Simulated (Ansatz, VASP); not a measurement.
MgI2 in VASP and in Ansatz

```
Mg I
1.0
     4.31653    0.00000    0.00000
    -2.15827    3.73823    0.00000
     0.00000    0.00000    8.01472
Mg I
1 2
Cartesian
  0.0000 0.0000 0.0000
  0.0000 2.4922 6.3908
  2.1583 1.2461 1.6239
```

Alike in both runs: task single point; functional PBE; k mesh 6 × 6 × 4; occupations gaussian, width 0.05 eV; no spin polarisation.

|  | VASP | Ansatz |
| --- | --- | --- |
| version | VASP 6.6.1 | Ansatz 0.2.0 |
| potentials or method | VASP PAW PBE potentials, release 64 (Mg, I) | scalar-relativistic, plane waves, PAW |
| plane-wave cutoff (eV) | 520 | 520 |
| valence electrons in the cell | 16 | 44 |

|  | VASP | Ansatz | Ansatz less VASP |
| --- | --- | --- | --- |
| gap on the k mesh at the Fermi level (eV) | 3.67 | 3.68 | +0.015 |
| least direct gap on the mesh (eV) | 3.67 | 3.68 | +0.015 |
| pressure (GPa) | -0.6 | -0.6 | +0.05 |
| largest component of the traceless stress (GPa) | 0.76 | 0.75 | -0.005 |
| rms of the force components (eV/Å) | 0.021 | 0.025 | +0.0045 |

Atom by atom the forces differ by 0.004 eV/Å (rms over components). With one functional, cell and mesh, what is left measures potentials, basis and numerics. The two sets of potentials don't hold the same shells in valence.

Caveats: spin-orbit coupling is left out, which moves the levels of the heavy elements; this functional lacks dispersion, which binds the layers, so the pressure and a relaxed spacing across them are unreliable. A k mesh can miss the band edges.
